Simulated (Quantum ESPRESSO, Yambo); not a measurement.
# A GW run on SiC (P6_3mc) in Yambo, with inputs changed, part 2 of 2

Aim: change inputs of a GW run on SiC (P6_3mc) and see what moves.

Yambo 5.3.0; PBE and many-body steps on it, plane waves. Known limits of the many-body steps: not at the basis limit.

So far. Step 5 (More G vectors in the random integration): Against G0W0 in Yambo (6×6×4 mesh, 108 bands, screening to 176.9 eV, Godby-Needs plasmon pole), the gap moves by +0.011 eV. Step 6 (Damping of G): Against G0W0 in Yambo (6×6×4 mesh, 108 bands, screening to 176.9 eV, Godby-Needs plasmon pole), the gap moves by +0.002 eV.

## (7) A database that isn't there

Level of this step: G0W0 on PBE, plane waves, norm-conserving pseudopotentials (Yambo).

gw8.in

```
HF_and_locXC
gw0
dyson
ppa
em1d
rim_cut
RandQpts= 1000000
RandGvec= 1 RL
EXXRLvcs= 74 Ry
VXCRLvcs= 296 Ry
Chimod= "HARTREE"
% BndsRnXp
 1 | 108 |
%
NGsBlkXp= 13 Ry
% LongDrXp
 1 | 1 | 1 |
%
% GbndRnge
 1 | 108 |
%
DysSolver= "n"
ExtendOut
PPAPntXp= 27.21138 eV
% QPkrange
 1 | 1 | 7 | 10 |
 19 | 19 | 7 | 10 |
 10 | 10 | 7 | 10 |
%
GfnQPdb= "E < ./none/ndb.QP"
```

Command:

```bash
$ OMP_NUM_THREADS=1 mpirun -n 4 yambo -F gw8.in -J gw8,gw1_W -C gw8 > gw8.log
```

What it wrote:

```text
 Yambo, version 5.3.0

 [02] CORE Variables Setup
 =========================

  [... cell, symmetries and grids as in the set-up ...]

  [02.05] Energies & Occupations
  ==============================

  [X] === General ===
  [X] Electronic Temperature                        :  0.000000  0.000000 [eV K]
  [X] Bosonic    Temperature                        :  0.000000  0.000000 [eV K]
  [X] Finite Temperature mode                       : no
  [X] El. density                                   :  0.38765E+24 [cm-3]
  [X] Fermi Level                                   :  9.679822 [eV]

  [X] === Gaps and Widths ===
  [X] Conduction Band Min                           :  2.275274 [eV]
  [X] Valence Band Max                              :  0.000000 [eV]
  [X] Filled Bands                                  :   8
  [X] Empty Bands                                   :    9  108
  [X] Direct Gap                                    :  3.985108 [eV]
  [X] Direct Gap localized at k                     :  10
  [X] Indirect Gap                                  :  2.275274 [eV]
  [X] Indirect Gap between kpts                     :   1  19
  [X] Last valence band width                       :  3.841673 [eV]
  [X] 1st conduction band width                     :  3.637217 [eV]

 [03] Transferred momenta grid and indexing
 ==========================================

 IBZ Q-points                                      :  24
 BZ  Q-points                                      :  144

 K/Q-points units:
 rlu = crystal or reduced units; cc = cartesian coordinates; iku = interal k-units

 Q [ 1]         [rlu]:  0.000000  0.000000  0.000000
 Q [ 2]         [rlu]:  0.000000  0.000000  0.250000
 Q [ 3]         [rlu]:  0.000000  0.000000 -0.500000
[...]
Q [ 8]         [rlu]:  0.13002E-17  0.33333      0.25000
 Q [ 9]         [rlu]:  0.13002E-17  0.33333     -0.50000
 Q [10]         [rlu]: -0.19502E-17 -0.50000       0.0000
     [... 12 further rows ...]
 Q [23]         [rlu]: -0.13002E-17 -0.33333      0.25000
 Q [24]         [rlu]: -0.166667 -0.333333  0.250000

 [04] Coloumb potential Random Integration (RIM)
 ===============================================

 Summary of Coulomb integrals for non-metallic bands |Q|[au] RIM/Bare

 Q [1] 0.100000E-4 0.987182 * Q [2] 0.164755 0.988578
 Q [4] 0.208192 1.087199 * Q [5] 0.265496 1.046934
 Q [22] 0.265496 1.047692 * Q [3] 0.329510 1.006784
[...]
Q [12] 0.706167 1.009117 * Q [19] 0.721198 1.009563
 Q [20] 0.739778 1.008907 * Q [21] 0.792908 1.007672

 [05] External/Internal QP corrections
 =====================================

 [06] Dipoles
 ============

  [06.01] Setup: observables and procedures
  =========================================

 [07] Dynamic Dielectric Matrix (PPA)
 ====================================

   Sc/G bands                                       :    1  108
   Sc/G damping                                     :  0.100000 ev
   Sc bands terminator                              : no
   Sx RL components                                 :  2997

   QP @ state[ 1 ] K range                          :  1  1
   QP @ state[ 1 ] b range                          :   7  10
   QP @ state[ 2 ] K range                          :  10  10
   QP @ state[ 2 ] b range                          :   7  10
   QP @ state[ 3 ] K range                          :  19  19
   QP @ state[ 3 ] b range                          :   7  10
   GF energies kind                                 : Perdew, Burke & Ernzerhof(X)+Perdew, Burke & Ernzerhof(C)
   GF WF`s kind                                     : Perdew, Burke & Ernzerhof(X)+Perdew, Burke & Ernzerhof(C)
   Xs energies kind                                 : Perdew, Burke & Ernzerhof(X)+Perdew, Burke & Ernzerhof(C)
   Xs WF`s kind                                     : Perdew, Burke & Ernzerhof(X)+Perdew, Burke & Ernzerhof(C)

 [12] Game Over & Game summary
```

Elapsed: 91 s, on 4 MPI ranks of Arm Neoverse V2, shared host; peak memory 1.8 GiB; 6 min of CPU time.

The run ended normally, though the input holds a fault or crude settings.

The fault put into this input: a database that isn't there. It printed a gap of 2.91 eV, the value of the sound run: the program fell back on what its files hold, so an unchanged gap is no proof of convergence.

## (8) One G vector of screening

gw9.in, as its differences from gw8.in of step 7:

```diff
@@ -14,3 +14,3 @@
 %
-NGsBlkXp= 13 Ry
+NGsBlkXp= 1 RL
 % LongDrXp
@@ -29,2 +29 @@
 %
-GfnQPdb= "E < ./none/ndb.QP"
```

Command:

```bash
$ OMP_NUM_THREADS=1 mpirun -n 4 yambo -F gw9.in -J gw9 -C gw9 > gw9.log
```

What it wrote:

```text
 Yambo, version 5.3.0

 [02] CORE Variables Setup
 =========================

  [... cell, symmetries and grids as in the set-up ...]

  [02.05] Energies & Occupations
  ==============================

  [X] === General ===
  [X] Electronic Temperature                        :  0.000000  0.000000 [eV K]
  [X] Bosonic    Temperature                        :  0.000000  0.000000 [eV K]
  [X] Finite Temperature mode                       : no
  [X] El. density                                   :  0.38765E+24 [cm-3]
  [X] Fermi Level                                   :  9.679822 [eV]

  [X] === Gaps and Widths ===
  [X] Conduction Band Min                           :  2.275274 [eV]
  [X] Valence Band Max                              :  0.000000 [eV]
  [X] Filled Bands                                  :   8
  [X] Empty Bands                                   :    9  108
  [X] Direct Gap                                    :  3.985108 [eV]
  [X] Direct Gap localized at k                     :  10
  [X] Indirect Gap                                  :  2.275274 [eV]
  [X] Indirect Gap between kpts                     :   1  19
  [X] Last valence band width                       :  3.841673 [eV]
  [X] 1st conduction band width                     :  3.637217 [eV]

 [03] Transferred momenta grid and indexing
 ==========================================

 IBZ Q-points                                      :  24
 BZ  Q-points                                      :  144

 K/Q-points units:
 rlu = crystal or reduced units; cc = cartesian coordinates; iku = interal k-units

 Q [ 1]         [rlu]:  0.000000  0.000000  0.000000
 Q [ 2]         [rlu]:  0.000000  0.000000  0.250000
 Q [ 3]         [rlu]:  0.000000  0.000000 -0.500000
[...]
Local XC kind (lXC) : Perdew, Burke & Ernzerhof(X)+Perdew, Burke & Ernzerhof(C)
  Non-Local XC kind (nlXC) : Hartree-Fock

  Corrections @ K [1] :  [eV]
 <7|nlXC|7> = -17.52144 -0.98933E-18 <7|lXC|7> = -15.02729  0.18882E-15
 <8|nlXC|8> = -17.52140 -0.35954E-17 <8|lXC|8> = -15.02729 -0.75527E-15
 <9|nlXC|9> = -7.033265  0.11285E-17 <9|lXC|9> = -12.16307 -0.94408E-16
[...]
Corrections @ K [10] :  [eV]
[...]
Corrections @ K [19] :  [eV]
[...]
<9|nlXC|9> = -5.668116  0.55318E-18 <9|lXC|9> = -9.907527 -0.23602E-15
 <10|nlXC|10> = -6.209076  0.52431E-18 <10|lXC|10> = -12.31131 -0.14161E-15

 [08] Dyson equation: Newton solver
 ==================================

  [08.01] G0W0 (W PPA)
  ====================

  [  GW  ] Bands range     :    1  108
  [GW/PPA] G damping       :  0.100000 [eV]

  QP @ state[ 1 ] K range:  1  1
  QP @ state[ 1 ] b range:   7  10
  QP @ state[ 2 ] K range:  10  10
  QP @ state[ 2 ] b range:   7  10
  QP @ state[ 3 ] K range:  19  19
  QP @ state[ 3 ] b range:   7  10

   Sc/G bands                                       :    1  108
   Sc/G damping                                     :  0.100000 ev
   Sc bands terminator                              : no
   Sx RL components                                 :  2997

   QP @ state[ 1 ] K range                          :  1  1
   QP @ state[ 1 ] b range                          :   7  10
   QP @ state[ 2 ] K range                          :  10  10
   QP @ state[ 2 ] b range                          :   7  10
   QP @ state[ 3 ] K range                          :  19  19
   QP @ state[ 3 ] b range                          :   7  10
   GF energies kind                                 : Perdew, Burke & Ernzerhof(X)+Perdew, Burke & Ernzerhof(C)
   GF WF`s kind                                     : Perdew, Burke & Ernzerhof(X)+Perdew, Burke & Ernzerhof(C)
   Xs energies kind                                 : Perdew, Burke & Ernzerhof(X)+Perdew, Burke & Ernzerhof(C)
   Xs WF`s kind                                     : Perdew, Burke & Ernzerhof(X)+Perdew, Burke & Ernzerhof(C)

 [11] Game Over & Game summary
```

Elapsed: 1.7 min, on 4 MPI ranks; peak memory 1.8 GiB.

The run ended normally, though the input holds a fault or crude settings.

The fault put into this input: one G vector of screening. It printed a gap of 3.88 eV, an artefact of the input.

## (9) The runs together

Times are wall times on 4 MPI ranks of Arm Neoverse V2, shared host, good to a factor of about two.

| run | mesh | bands | screening cutoff (eV) | DFT gap (eV) | gap on the mesh (eV) | direct (eV) | time |
| --- | --- | --- | --- | --- | --- | --- | --- |
| base | 6×6×4 | 108 | 176.9 | 2.275 | 2.909 | 4.856 | 4.4 min |
| field direction | 6×6×4 | 108 | 176.9 | 2.275 | 2.908 | 4.854 | 4.6 min |
| core charge in Vxc | 6×6×4 | 108 | 176.9 | 2.275 | 2.664 | 4.731 | 90 s |
| more G vectors in the random integration | 6×6×4 | 108 | 176.9 | 2.275 | 2.920 | 4.864 | 5.4 min |
| damping of G | 6×6×4 | 108 | 176.9 | 2.275 | 2.911 | 4.857 | 91 s |

## (10) What came out

| Property | Result |
| --- | --- |
| base | 2.909 eV |
| field direction | 2.908 eV |
| core charge in Vxc | 2.664 eV |
| more G vectors in the random integration | 2.920 eV |
| damping of G | 2.911 eV |
| known limits | not at the basis limit |

Field direction: −0.001 eV against base (keys changed: LongDrXp). Core charge in Vxc: −0.245 eV against base (keys changed: UseNLCC). More G vectors in the random integration: +0.011 eV against base (keys changed: RandGvec and QpgFull; the shift is their joint effect). Damping of G: +0.002 eV against base (keys changed: GDamping). Bands and cutoff are finite, so the gap is not at the basis limit. The miss can reach some tenths of an eV and take either sign; the mesh is an error of its own. In the G0W0 runs levels were corrected at 3 k points alone, so a gap called «on the mesh» is the least over those, and an edge elsewhere would be missed.

[Paths, hosts, dates, memory and timing lines, banners, echoed tables and standing remarks are left out of the program output.]

[Logs are printed without paths, hosts, clocks, repeated set-up lines and the standing remarks that a program may print on its own settings, such as how far it seeks lower states.]

[Runs of the session that timed out or met a known fault of the program may be left out.]

[Hosts, paths, dates, database ids (printed as entryN), source tags and the programs' standing remarks are cut or masked in the printed files.]
